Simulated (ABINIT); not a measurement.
SrO:

```
Sr O
1.0
     0.00000    2.56630    2.56630
     2.56630    0.00000    2.56630
     2.56630    2.56630    0.00000
Sr O
1 1
Direct
  0.50000 0.50000 0.50000
  0.00000 0.00000 0.00000
```

Base run:

```yaml
Program: ABINIT 10.8.3 (patched build)
Functional: r2SCAN
Potentials_or_basis: JTH PAW PBE v2.0
Cutoff: 762 eV
k_mesh: 12 × 12 × 12
Occupations: fermi-dirac, width 0.05 eV
Spin: no spin polarisation
```

Its results: band gap on the k mesh 3.80 eV, indirect (least direct gap 3.87 eV); pressure 1.1 GPa.

**Question.** The run is repeated on the same cell with these changes: functional from r2SCAN to PBEsol; cutoff from 762 eV to 626 eV; fine-grid cutoff from 1360.57 eV to 1224.51 eV. What comes out?

**Answer.** Band gap on the k mesh 3.20 eV, indirect (least direct gap 3.27 eV); pressure -0.8 GPa.

Caveats: the PAW data sets were made with another functional, which shifts forces and pressure a little.

A k mesh can miss the band edges.
